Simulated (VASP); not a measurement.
Runs of VASP 6.6.1 on MgO. It takes space group P6_3mc (No. 186, hexagonal). Conventional cell: a = 3.307 Å, b = 3.307 Å, c = 4.982 Å, α = 90.00°, β = 90.00°, γ = 120.00°. Mg (site symmetry 3m) has 4 O at 1.97 to 1.99 Å as nearest neighbours. Around O (site symmetry 3m) lie 4 Mg at 1.97 to 1.99 Å. Measurements of this composition are mostly on another form, of space group No. 225.

```csv
task,level,potentials or basis,cell,cutoff (eV),gap on the mesh (eV),pressure (GPa),largest force (eV/Å)
relaxation of cell and atoms,PBEsol,"VASP PAW PBE potentials, release 64 (Mg, O)",relaxed,600,3.38,0.0,-
band structure,r2SCAN,"VASP PAW PBE potentials, release 64 (Mg, O)","P6_3mc, 11.81 Å³/atom",520,(a),-1.0,0.02
band structure,PBEsol,"VASP PAW PBE potentials, release 64 (Mg, O)","P6_3mc, 11.81 Å³/atom",520,3.37,0.2,-
band structure,LDA,"VASP PAW LDA potentials, release 64 (Mg, O)","P6_3mc, 11.81 Å³/atom",520,3.39,-5.3,0.04
band structure,TB-mBJ,"VASP PAW PBE potentials, release 64 (Mg, O)","P6_3mc, 11.81 Å³/atom",520,(b),-,-
```

Alike in all rows: no spin polarisation; k mesh 9 × 9 × 6; smearing gaussian 0.03 eV.

Question: Fill in the values left out.

Answer: (a) 4.16; (b) 5.71.

Caveats: the PAW data sets were made with another functional, which shifts forces and pressure a little (some runs); an odd mesh through Γ misses points on the zone boundary, where band edges often lie (some runs).
